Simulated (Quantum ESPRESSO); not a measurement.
CuAu, 2 atoms in the cell. The structure is trigonal, space group R-3m (No. 166). Conventional cell: a = 2.886 Å, b = 2.886 Å, c = 12.769 Å, α = 90.00°, β = 90.00°, γ = 120.00°. Au (site symmetry -3m) is surrounded by 6 Cu at 2.70 Å and 6 Au at 2.89 Å. Cu (site symmetry -3m) is surrounded by 6 Au at 2.70 Å and 6 Cu at 2.89 Å. The cell comes from a database or a generator and needn't be the stable form of this composition.

```yaml
Program: Quantum ESPRESSO 7.5
Task: relaxation of cell and atoms
Functional: PBEsol
Potentials_or_basis: GBRV 1.5 PBEsol
Cutoff: 871 eV
Density_cutoff: 7007 eV
k_mesh: 9 × 9 × 9
Occupations: fermi-dirac, width 0.05 eV
Spin: no spin polarisation
Target_pressure: 10 GPa
Mixing_beta: 0.5
Most_SCF_iterations: 120
SCF_threshold: 4e-10 Ry
Most_ionic_steps: 40
Forc_conv_thr: 0.0004 Ry/bohr
Etot_conv_thr: 1e-05 Ry
Ion_dynamics: bfgs
Cell_dynamics: bfgs
Press_conv_thr: 0.3 kbar
```

Potentials or basis: GBRV 1.5 PBEsol.

Run with:

```bash
$ OMP_NUM_THREADS=1 mpirun -n 2 pw.x -nk 2 -in pw.in > pw.out
```

Hardware: 2 MPI ranks on Intel(R) Xeon(R) 6975P-C (Granite Rapids) (shared host).

Q: How long does it take, and how much memory?

A: It took 4.6 min on 2 MPI ranks on Intel(R) Xeon(R) 6975P-C (Granite Rapids), with other jobs on the host, peak memory 0.48 GiB a rank. Counts: scf iterations 78, k pools 2, bands 22, ion steps 7, k points 85, g dense 40865.
